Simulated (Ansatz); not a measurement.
Crystal: Fe.

```
Fe
1.0
    -1.44300    1.44300    1.44300
     1.44300   -1.44300    1.44300
     1.44300    1.44300   -1.44300
Fe
1
Direct
  0.00000 0.00000 0.00000
```

Base run:

```yaml
Program: Ansatz 0.2.0
Functional: PBE
Potentials_or_basis: Ansatz PAW
Cutoff: "420 eV (not typed: the program's choice for these potentials)"
k_mesh: 13 × 13 × 13
Occupations: fermi-dirac, width 0.05 eV
Spin: no spin polarisation
```

Its results: band gap on the k mesh none (metal or under the smearing width); pressure -26.5 GPa.

Task: The run is repeated on the same cell with these changes: spin from no spin polarisation to collinear spin, ferromagnetic start. What comes out?

Result: Band gap on the k mesh none (metal or under the smearing width); pressure -9.5 GPa; net moment 2.25 μB per cell; site moments Fe +2.31 μB.
